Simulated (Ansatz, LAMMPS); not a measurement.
## Relaxing amorphous TiO2 at 3.19 g/cm^3 (84 atoms)

Aim: bring amorphous TiO2 at 3.19 g/cm^3 (84 atoms) to a nearby minimum of the energy and see what moves.

Calculated with Ansatz 0.2.0; Kohn-Sham DFT, PBE, PAW (set soft_2), plane waves.

### 1. The starting structure

The cell holds 84 atoms: 28 Ti and 56 O. Its edges and angles: a = 10.514 Å, b = 10.514 Å, c = 10.514 Å, α = 90.0°, β = 90.0°, γ = 90.0°. 84 atoms (28 Ti, 56 O) placed at random at 3.19 g/cm³, melted at 5000 K for 10 ps at fixed volume with the Morse and Coulomb pair potential with partial charges (Pedone, Malavasi, Menziani, Cormack and Segre, J. Phys. Chem. B 110, 11780 (2006)). Quenched from 5000 K to 300 K at 50 K/ps and fixed volume, held 5 ps, then minimised at fixed cell. The density is one point of a scan and needn't be that of the real material.

Limits known from the start: The quench rate of 50 K/ps far exceeds what a furnace or splat quench reaches, so expect more defects and frozen-in strain than in a real sample. The starting topology of bonds comes from the classical model. Only the Γ point is sampled in the main run, in a cell whose shortest periodic width is 11 Å.

### 2. Making the structure

A classical potential supplies the starting structure, since it reaches far longer times than DFT.

This step: classical MD, Morse and Coulomb pair potential with partial charges (Pedone, Malavasi, Menziani, Cormack and Segre, J. Phys. Chem. B 110, 11780 (2006)) (LAMMPS 22 Jul 2025 - Update 4).

in.lmp reads:

```
# melt-quench of Ti28O56
units metal
atom_style charge
boundary p p p
region box block 0 10.5139 0 10.5139 0 10.5139
create_box 2 box
mass 1 47.8670   # Ti
mass 2 15.9990   # O
create_atoms 1 random 28 34533 NULL overlap 1.5 maxtry 2000
create_atoms 2 random 56 34540 NULL overlap 1.5 maxtry 2000
pair_style hybrid/overlay pedone 5.5 coul/long 8.0
pair_coeff * * coul/long
pair_coeff 1 2 pedone 0.024235 2.254703 2.708943 1   # Ti-O
pair_coeff 2 2 pedone 0.042395 1.379316 3.618701 22   # O-O
set type 1 charge 2.4
set type 2 charge -1.2
kspace_style pppm 1.0e-4
neigh_modify delay 0 every 1 check yes
thermo_style custom step time temp pe press density
thermo_modify norm yes
timestep 0.002
thermo 100
min_style cg
minimize 1e-4 1e-4 200 2000
reset_timestep 0
velocity all create 5000 34534 mom yes dist gaussian
fix lim all nve/limit 0.05
fix lan all langevin 5000 5000 0.2 34535 zero yes
thermo 500
run 1000 post no
unfix lim
unfix lan
thermo 833
fix md all nvt temp 5000 5000 0.2
run 5000 post no
unfix md
thermo 4700
fix md all nvt temp 5000 300 0.2
run 47000 post no
unfix md
thermo 1250
fix md all nvt temp 300 300 0.2
run 2500 post no
unfix md
thermo 100
min_style cg
minimize 0 1e-3 2000 20000
write_dump all custom glass.dump id type xs ys zs modify sort id
```

On the command line:

```console
$ lmp -in in.lmp -log none -nocite
```

Numbers of over 12 decimals in the logs are rounded to 6 here.

Log:

```text
LAMMPS (22 Jul 2025 - Update 4)
Created orthogonal box = (0 0 0) to (10.5139 10.5139 10.5139)
Created 28 atoms
Created 56 atoms
PPPM initialization ...
  G vector (1/distance) = 0.38572713
  grid = 12 12 12
  estimated relative force accuracy = 5.6674888e-05
   Step          Time           Temp          PotEng         Press         Density
         0   0              0             -1.5896192      742741.91      3.1950088
        73   0.146          0             -15.350938      37996.801      3.1950088
Loop time of 0.0484445 s on 1 MPI rank(s) for 73 steps with 84 atoms
Minimization stats:
  Stopping criterion = energy tolerance
[... 36 lines left out ...]
     55000   110            307.8604      -15.50004       19726.432      3.1950088
     55500   111            264.25474     -15.490795      36227.356      3.1950088
Loop time of 0.958007 s on 1 MPI rank(s) for 2500 steps with 84 atoms
   Step          Time           Temp          PotEng         Press         Density
     55500   111            264.25474     -15.490795      36227.356      3.1950088
     55517   111.034        264.25474     -15.532389      25579.654      3.1950088
Loop time of 0.0337967 s on 1 MPI rank(s) for 17 steps with 84 atoms
Minimization stats:
  Stopping criterion = linesearch alpha is zero
  Energy initial, next-to-last, final =
     -15.4907948235508  -15.5323890874079  -15.5323890874079
  Force two-norm initial, final = 12.175311 0.4619334
  Iterations, force evaluations = 17 67
```

Run time: 23 s. Hardware: 1 thread of Arm Neoverse V1, shared host; peak memory 0.072 GiB.

### 3. Single point at the start

A single point comes first, to see the forces before anything moves.

input.yaml reads:

```yaml
crystal:
  lattice:
    - [10.5139, 0.0, 0.0]
    - [0.0, 10.5139, 0.0]
    - [0.0, 0.0, 10.5139]
  atoms:
    - { symbol: Ti, position: [0.11922, 0.0844, 0.8952] }
    - { symbol: Ti, position: [0.91037, 0.77374, 0.08134] }
    - { symbol: Ti, position: [0.90396, 0.57263, 0.36968] }
    - { symbol: Ti, position: [0.073, 0.44474, 0.77696] }
    - { symbol: Ti, position: [0.65866, 0.10005, 0.4147] }
    - { symbol: Ti, position: [0.99883, 0.40652, 0.10544] }
    - { symbol: Ti, position: [0.87385, 0.1085, 0.11509] }
    - { symbol: Ti, position: [0.61569, 0.03832, 0.90393] }
    - { symbol: Ti, position: [0.63608, 0.4569, 0.79417] }
    - { symbol: Ti, position: [0.61768, 0.4157, 0.36068] }
    - { symbol: Ti, position: [0.166, 0.88184, 0.56411] }
    - { symbol: Ti, position: [0.4153, 0.10044, 0.64669] }
    - { symbol: Ti, position: [0.69682, 0.78602, 0.40867] }
    - { symbol: Ti, position: [0.40937, 0.08614, 0.20799] }
    - { symbol: Ti, position: [0.96768, 0.07281, 0.41015] }
    - { symbol: Ti, position: [0.59637, 0.76839, 0.10539] }
    - { symbol: Ti, position: [0.25666, 0.79187, 0.84578] }
    - { symbol: Ti, position: [0.23337, 0.61311, 0.41102] }
    - { symbol: Ti, position: [0.48672, 0.68275, 0.64813] }
    - { symbol: Ti, position: [0.69278, 0.32731, 0.05524] }
    - { symbol: Ti, position: [0.85886, 0.68843, 0.77149] }
    - { symbol: Ti, position: [0.36064, 0.42977, 0.59328] }
    - { symbol: Ti, position: [0.86065, 0.31233, 0.58886] }
    - { symbol: Ti, position: [0.32806, 0.58165, 0.08199] }
    - { symbol: Ti, position: [0.8726, 0.99432, 0.67906] }
    - { symbol: Ti, position: [0.19086, 0.29297, 0.35442] }
    - { symbol: Ti, position: [0.37159, 0.2828, 0.94309] }
    - { symbol: Ti, position: [0.17387, 0.87093, 0.24584] }
    - { symbol: O, position: [0.48261, 0.64999, 0.07032] }
    - { symbol: O, position: [0.24068, 0.42857, 0.44673] }
    - { symbol: O, position: [0.31718, 0.19021, 0.30881] }
    - { symbol: O, position: [0.02356, 0.12541, 0.02947] }
    - { symbol: O, position: [0.73902, 0.02288, 0.78775] }
    - { symbol: O, position: [0.21083, 0.81211, 0.40947] }
    - { symbol: O, position: [0.96252, 0.56504, 0.72514] }
    - { symbol: O, position: [0.85625, 0.74145, 0.36327] }
    - { symbol: O, position: [0.85269, 0.82442, 0.67415] }
    - { symbol: O, position: [0.23237, 0.2105, 0.87537] }
    - { symbol: O, position: [0.85875, 0.94078, 0.09025] }
    - { symbol: O, position: [0.37376, 0.26281, 0.6292] }
    - { symbol: O, position: [0.753, 0.70981, 0.09112] }
    - { symbol: O, position: [0.31965, 0.94158, 0.19755] }
    - { symbol: O, position: [0.16381, 0.7871, 0.70206] }
    - { symbol: O, position: [0.52601, 0.33946, 0.88784] }
    - { symbol: O, position: [0.9307, 0.74163, 0.91558] }
    - { symbol: O, position: [0.49085, 0.51497, 0.70185] }
    - { symbol: O, position: [0.2817, 0.61151, 0.24475] }
    - { symbol: O, position: [0.73773, 0.95098, 0.44038] }
    - { symbol: O, position: [0.69965, 0.1546, 0.01284] }
    - { symbol: O, position: [0.56354, 0.085, 0.27278] }
    - { symbol: O, position: [0.59317, 0.79804, 0.27245] }
    - { symbol: O, position: [0.89737, 0.42261, 0.46483] }
    - { symbol: O, position: [0.34795, 0.63828, 0.54093] }
    - { symbol: O, position: [0.53789, 0.07738, 0.53528] }
    - { symbol: O, position: [0.85325, 0.13661, 0.56373] }
    - { symbol: O, position: [0.93808, 0.53305, 0.20096] }
    - { symbol: O, position: [0.07198, 0.20697, 0.4355] }
    - { symbol: O, position: [0.48252, 0.07926, 0.80317] }
    - { symbol: O, position: [0.4118, 0.77336, 0.76924] }
    - { symbol: O, position: [0.32963, 0.42178, 0.03205] }
    - { symbol: O, position: [0.22909, 0.46222, 0.7135] }
    - { symbol: O, position: [0.11639, 0.3471, 0.21216] }
    - { symbol: O, position: [0.59618, 0.74452, 0.54022] }
    - { symbol: O, position: [0.69801, 0.62537, 0.77226] }
    - { symbol: O, position: [0.07408, 0.99948, 0.29133] }
    - { symbol: O, position: [0.28574, 0.99681, 0.60624] }
    - { symbol: O, position: [0.73546, 0.43679, 0.93736] }
    - { symbol: O, position: [0.2135, 0.94239, 0.91134] }
    - { symbol: O, position: [0.00456, 0.03744, 0.78116] }
    - { symbol: O, position: [0.72496, 0.36587, 0.6792] }
    - { symbol: O, position: [0.06596, 0.78311, 0.15229] }
    - { symbol: O, position: [0.7124, 0.55471, 0.37318] }
    - { symbol: O, position: [0.60995, 0.3774, 0.19232] }
    - { symbol: O, position: [0.58032, 0.9053, 0.00363] }
    - { symbol: O, position: [0.85246, 0.11549, 0.28748] }
    - { symbol: O, position: [0.98868, 0.31584, 0.70412] }
    - { symbol: O, position: [0.68232, 0.27046, 0.42173] }
    - { symbol: O, position: [0.06595, 0.60984, 0.42305] }
    - { symbol: O, position: [0.86147, 0.29839, 0.11084] }
    - { symbol: O, position: [0.48341, 0.43572, 0.45722] }
    - { symbol: O, position: [0.01931, 0.96072, 0.53382] }
    - { symbol: O, position: [0.04925, 0.43497, 0.9477] }
    - { symbol: O, position: [0.24899, 0.67143, 0.96166] }
    - { symbol: O, position: [0.41655, 0.16501, 0.05905] }
kpoints:
  mp_grid: { grid: [1, 1, 1] }
hamiltonian:
  xc: pbe
scf:
  occupations: { method: fermi_dirac, width: 0.025 }
output:
  forces: true
```

On the command line:

```console
$ ansatz run input.yaml --threads 4 --pin off --max-ram 8192MiB --backend cpu --events-out ev --progress --plain --runs-dir out
```

Log:

```text
Engine: ansatz 0.2.0, aarch64-unknown-linux-gnu
Pseudopotentials: kind: paw
Pseudopotential: Ti, paw, valence charge 12, recommended cutoff 420 eV (normal), Ti.paw.azcp
Pseudopotential: O, paw, valence charge 6, recommended cutoff 420 eV (normal), O.paw.azcp
[... 5 lines on functional and potentials left out ...]
Crystal: 84 atoms, lattice volume = 1162.229 Å³
Basis set: ecut = 420 eV, 22743 PW (Γ), exchange–correlation on 144×144×144 points (8 copies of the dense FFT grid, shifted against one another)
Bands: 420, of which v1, the nominal top of the filled ones, is band 336 counted from 1 (335 counted from 0)
Symmetry: 1 space group operations
Space group: P1 (ITA 1), of the structure as read, at distance tolerance 1.1e-4 Å
k-points: 1
[... 5 lines on functional and potentials left out ...]
Initial density: superposition of atomic densities (neutral atoms: chi_scale 0, normalization atom), corrected by the library's trained network
Initial wavefunctions: pseudopotential atomic-orbital guess
Functional: x = pbe(κ = 0.804, μ = 0.219515), c = pbe(β = 0.066725)
SCF iter   1: F=—  HF=-101873.404542 eV  |F-HF|=—  |Δ(HF+E_count)|=         —  Δρ=4.17e-3  dr2=2.06e-1  ethr=1.77e-3  ⟨swp⟩=5.0  Hψ=1540  notcnv=0  defer=47
preconditioner: auto → Resta (q_TF=auto, 2.490 Å⁻¹)  ε∞=6.2  [insulator: Δε(μ)=2.558 eV  Ē_g=10.069 eV  σ=0.025 eV  W_gap=1.00  n_scr=304 (ndim 8)  ℏωp=23.1 eV  f_vac=0.153  D(μ)=0.00/eV (n_scr^D=0)  ε∞_Penn≈6.2]
SCF iter   2: F=—  HF=-101873.387637 eV  |F-HF|=—  |Δ(HF+E_count)|=   1.69e-2  Δρ=2.15e-3  dr2=3.51e-2  ethr=3.06e-5  ⟨swp⟩=3.0  Hψ=826  notcnv=0  defer=75
SCF iter   3: F=—  HF=-101873.390058 eV  |F-HF|=—  |Δ(HF+E_count)|=   2.42e-3  Δρ=1.05e-3  dr2=1.37e-2  ethr=5.23e-6  ⟨swp⟩=2.0  Hψ=556  notcnv=0  defer=44
automatic band count: iteration 3 solves 389 bands in place of 420: the levels show a gap, and the empty bands left out lie too high to hold charge; the band table lists the bands solved (type scf.n_extra_bands for more)
SCF iter   4: F=—  HF=-101873.391645 eV  |F-HF|=—  |Δ(HF+E_count)|=   1.59e-3  Δρ=3.86e-4  dr2=2.50e-3  ethr=2.04e-6  ⟨swp⟩=2.0  Hψ=522  notcnv=0  defer=44
SCF iter   5: F=—  HF=-101873.391802 eV  |F-HF|=—  |Δ(HF+E_count)|=   1.57e-4  Δρ=1.93e-4  dr2=5.14e-4  ethr=3.73e-7  ⟨swp⟩=2.0  Hψ=513  notcnv=0  defer=44
SCF iter   6: F=—  HF=-101873.391922 eV  |F-HF|=—  |Δ(HF+E_count)|=   1.20e-4  Δρ=1.15e-4  dr2=1.72e-4  ethr=7.65e-8  ⟨swp⟩=2.0  Hψ=532  notcnv=0  defer=44
SCF iter   7: F=—  HF=-101873.391959 eV  |F-HF|=—  |Δ(HF+E_count)|=   3.67e-5  Δρ=4.22e-5  dr2=2.38e-5  ethr=2.56e-8  ⟨swp⟩=2.0  Hψ=532  notcnv=0  defer=44
SCF iter   8: F=—  HF=-101873.394286 eV  |F-HF|=—  |Δ(HF+E_count)|=   2.33e-3  Δρ=2.39e-5  dr2=7.28e-6  ethr=3.55e-9  ⟨swp⟩=2.0  Hψ=725  notcnv=0  defer=44
SCF iter   9: F=—  HF=-101873.394289 eV  |F-HF|=—  |Δ(HF+E_count)|=   3.05e-6  Δρ=1.05e-5  dr2=1.52e-6  ethr=1.08e-9  ⟨swp⟩=2.0  Hψ=538  notcnv=0  defer=44
SCF iter  10: F=—  HF=-101873.394289 eV  |F-HF|=—  |Δ(HF+E_count)|=   6.63e-7  Δρ=4.83e-6  dr2=3.48e-7  ethr=2.26e-10  ⟨swp⟩=2.0  Hψ=588  notcnv=0  defer=44
SCF iter  11: F=-101873.394289 eV  HF=-101873.394289 eV  |F-HF|=3.14e-8  |Δ(HF+E_count)|=   1.44e-7  Δρ=2.44e-6  dr2=8.38e-8  ethr=1.49e-11  ⟨swp⟩=4.0  Hψ=1232  notcnv=0
SCF 1 converged in 11 iterations: F = -101873.394289 eV  dr2 = 8.38e-8
  greatest PAW one-centre occupation: 0.999 electrons in one spin orbital (limit 2), on the Ti atom at site 8 (counted from 0), in its partial waves of l = 0
SCF converged after 11 iterations
Free energy (F): -101873.394289 eV
Harris-Foulkes:  -101873.394289 eV  (|F-HF|=3.14e-8)
Internal energy: -101873.394289 eV  (E = F + TS)
E sigma→0 (E₀):  -101873.394289 eV
Fermi energy:    6.348596 eV
--- Per-component energies (eV) ---
  E_band       = -7874.825263
  E_kinetic    = 17518.250382
  E_local      = -60093.033827  (includes V_loc(G=0)·N_el)
  E_nonlocal   = 2793.064250
  E_hartree    = 23672.673345
  E_xc         = -6887.259862
  E_vxc        = -8717.686751  (∫ρ·V_xc dr)
  E_paw        = -38147.216878  (= ΣΔE_a)
  E_vpaw       = -6720.904294  (= ΣTr[D̂ρ^β])
  E_aug_tail   = 0.140445  (compensation charges beyond the density's cutoff)
  E_ewald      = -40730.012144
  E_smearing   = -0.000000  (= −TS)
  E_closure    = -0.000000  (closes the sum)
  Σ components = -101873.394289   (vs F -101873.394289, Δ=0.00e0)
--- Forces (eV/Å), atoms counted from 1 ---
  atom   1  Ti     0.07801177    -0.15394650     0.40602112
  atom   2  Ti    -0.75435411     0.70023220    -0.55346758
  atom   3  Ti    -1.01148460    -0.50421276    -0.77200672
  atom   4  Ti    -0.41840054    -0.18441553    -0.38987036
  atom   5  Ti    -0.52016823     0.76032130    -0.24718335
  atom   6  Ti    -0.58527099    -0.25629277     0.72209155
  atom   7  Ti    -0.90125435    -0.34407172    -0.60905686
  atom   8  Ti     0.37997390     0.62637100     0.01463053
  atom   9  Ti     0.88224432    -0.57104655    -0.21449549
  atom  10  Ti     0.20077664     0.60513339     0.54553906
  atom  11  Ti     0.99711813     0.47809676    -0.20164534
  atom  12  Ti     0.47985517    -0.09520071    -0.09515260
  atom  13  Ti     0.31300424    -0.43759222    -1.17136114
  atom  14  Ti    -0.59348380     0.58928992     0.46681222
[...]
atom  83  O     -1.15366876    -0.46968128     0.18870494
  atom  84  O      0.29780959     0.04557569    -0.70343410
  max |Σ_I F_I| component: 1.77e-4 eV/Å
```

The job ended after 16 s (4 threads of Arm Neoverse V1, shared host; peak memory 1.6 GiB).

The run gave:

```
free energy            : -101873.3943 eV
free energy per atom   : -1212.7785 eV/atom
SCF cycles             : 11
r.m.s. force component : 0.582 eV/Å
longest force          : 1.676 eV/Å
Fermi energy           : 6.349 eV
```

The r.m.s. force component of 0.58 eV/Å sets the starting point.

Neighbours are counted within 2.64 Å (O-Ti).

Length of the force by element and coordination:

| element | coordination | atoms | mean length of the force (eV/Å) | spread | least | most |
| --- | --- | --- | --- | --- | --- | --- |
| O | all | 56 | 0.964 | 0.343 | 0.265 | 1.68 |
| O | 2 | 44 | 0.955 | 0.341 | 0.265 | 1.68 |
| O | 3 | 11 | 0.991 | 0.366 | 0.331 | 1.62 |
| O | 4 | 1 | 1.07 | 0 | 1.07 | 1.07 |
| Ti | all | 28 | 0.94 | 0.267 | 0.441 | 1.37 |
| Ti | 4 | 17 | 0.930 | 0.278 | 0.441 | 1.33 |
| Ti | 5 | 9 | 1.00 | 0.234 | 0.690 | 1.37 |
| Ti | 6 | 2 | 0.755 | 0.199 | 0.556 | 0.954 |

(Continued in part 2 of 4.)

[Logs are printed without paths, hosts, clocks, repeated set-up lines and the standing remarks that a program may print on its own settings, such as how far it seeks lower states.]

[Hosts, paths, dates, database ids (printed as entryN), source tags and the programs' standing remarks are cut or masked in the printed files.]
